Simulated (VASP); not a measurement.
A VASP calculation is set up with these files.

**INCAR**
```
GGA  =  PS   ! PBEsol
LASPH  =  .TRUE.   ! aspherical one-centre terms
ENCUT  =  520   ! plane-wave cut-off (eV)
ALGO  =  Normal   ! blocked Davidson
IBRION  =  2   ! conjugate gradients
LMAXMIX  =  4   ! l cut-off of mixed one-centre charges
LREAL  =  .FALSE.   ! projection in real space or not
LWAVE  =  .FALSE.
PREC  =  Accurate
ISIF  =  3   ! ions, shape and volume
SYSTEM  =  InN
ISMEAR  =  1
EDIFF  =  1E-6   ! SCF stop (eV)
NELM  =  100   ! most electronic steps
NSW  =  60
SIGMA  =  0.1   ! width (eV)
LCHARG  =  .FALSE.
EDIFFG  =  -0.01   ! ionic stop
```

### KPOINTS
```
Automatic mesh
0
G
 11 11 11
```

**POSCAR**
```
InN
1
   -0.0000000000     2.4945657303     2.4945657303
    2.4945657303     0.0000000000     2.4945657303
    2.4945657303     2.4945657303    -0.0000000000
In N
1 1
Direct
  0.0000000000   0.0000000000   0.0000000000
  0.2500000000   0.2500000000   0.2500000000
```

POTCAR, in this order: In_d N (PBE.64 set). Program: vasp_std.

Problem. Translate this PBEsol calculation to Quantum ESPRESSO's pw.x.

Solution. One equivalent input (not run):
```
&CONTROL
  calculation = 'vc-relax'
  pseudo_dir = './pseudo'
  outdir = './out'
  tprnfor = .true.
  tstress = .true.
  nstep = 60
  forc_conv_thr = 0.00039
/
&SYSTEM
  ibrav = 0
  nat = 2
  ntyp = 2
  ecutwfc = 84
  occupations = 'smearing'
  smearing = 'methfessel-paxton'
  degauss = 0.00735
  input_dft = 'pbesol'
/
&ELECTRONS
  conv_thr = 7.3e-08
  electron_maxstep = 100
/
&IONS
/
&CELL
/
ATOMIC_SPECIES
  In 114.818 In.upf
  N 14.007 N.upf
CELL_PARAMETERS angstrom
    -0.0000000    2.4945657    2.4945657
     2.4945657    0.0000000    2.4945657
     2.4945657    2.4945657   -0.0000000
ATOMIC_POSITIONS crystal
  In   0.0000000  0.0000000  0.0000000
  N    0.2500000  0.2500000  0.2500000
K_POINTS automatic
  11 11 11 0 0 0
```
Limits of the translation: the potentials are each code's own (VASP's PAW set, PseudoDojo norm-conserving files in pw.x), so ENCUT and ecutwfc are chosen apart and not converted; conv_thr bounds pw.x's estimated SCF error, while EDIFF bounds the energy change between steps; forc_conv_thr acts on force components and is met together with etot_conv_thr.

The compound is InN in the zinc blende structure, a metastable form; wurtzite is the usual one. It was relaxed first. The start is the result of an earlier pass.
